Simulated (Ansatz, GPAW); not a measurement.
Given: the input of a run of Ansatz 0.2.0 on Ni. 

File input.yaml:

```yaml
crystal:
  lattice:
    - [0.0, 1.737572933, 1.737572933]
    - [1.737572933, 0.0, 1.737572933]
    - [1.737572933, 1.737572933, 0.0]
  atoms:
    - { symbol: Ni, position: [0.0, 0.0, 0.0], spin: 1.0 }
hamiltonian:
  xc: pbe
  pseudopotentials: { kind: paw }
magnetization:
  spin_polarized: true
kpoints:
  mp_grid: { grid: [13, 13, 13] }
scf:
  occupations: { method: gaussian, width: 0.02 }
output:
  forces: true
  stress: true
  eigenvalues: true
```

Potentials or basis: Ansatz PAW.

Command:

```sh
$ ansatz run input.yaml --threads 2 --pin off --max-ram 5632MiB --backend cpu --events-out ev --progress --plain --runs-dir out
```

Question: Translate it to GPAW 26.7.0 (ASE script). Potentials or basis there: GPAW PAW data sets (gpaw-data 1.2.1), cutoff 600 eV.

Answer: As run (cutoffs and basis follow the program's own potentials, and thresholds, step limits or extra output files can differ):

File run.py:

```python
from ase import Atoms
from ase.dft.bandgap import bandgap
from ase.io import write
from ase.units import GPa
from gpaw import GPAW, PW

atoms = Atoms(['Ni'],
              cell=[[0.0, 1.737572933, 1.737572933],
                    [1.737572933, 0.0, 1.737572933],
                    [1.737572933, 1.737572933, 0.0]],
              scaled_positions=[[0.0, 0.0, 0.0]],
              pbc=True)
atoms.set_initial_magnetic_moments([1.0])

calc = GPAW(mode=PW(600),
            xc='PBE',
            kpts={'size': (13, 13, 13), 'gamma': True},
            occupations={'name': 'methfessel-paxton', 'order': 0, 'width': 0.02},
            nbands=17,
            convergence={'density': 1e-05, 'energy': 1e-05},
            maxiter=150,
            txt='gpaw.txt')
atoms.calc = calc
energy = atoms.get_potential_energy()
forces = atoms.get_forces()
stress = atoms.get_stress()
calc.write('gs.gpw')
write('result.traj', atoms)
print(f'Energy: {energy:.6f} eV')
print('Forces (eV/A):')
print(forces.round(4))
print('Stress (GPa):', (stress / GPa).round(3))
print('Moments:', calc.get_magnetic_moments().round(3))
print('Fermi level:', round(calc.get_fermi_level(), 4), 'eV')
print(f'Gap: {bandgap(calc)[0]:.4f} eV, direct: {bandgap(calc, direct=True)[0]:.4f} eV')
```

Potentials or basis: GPAW PAW data sets (gpaw-data 1.2.1), pw.

Run with:

```bash
$ OMP_NUM_THREADS=1 python run.py
```

Both were run:

|  | Ansatz | GPAW |
| --- | --- | --- |
| Pressure | 8.0 GPa | 10.5 GPa |
| Net moment | 0.64 μB per cell | 0.64 μB per cell |

Ansatz's pressure holds a Pulay term of +0.06 GPa for its cutoff of 420 eV, which the other run lacks.

The potentials hold 18 and 16 valence electrons a cell.

Where Ansatz's input types no cutoff or centring, it takes its own default and a Γ-centred mesh.

The magnetic state is the one that the start led to; the real crystal's order can differ.

Pressure is positive in compression.
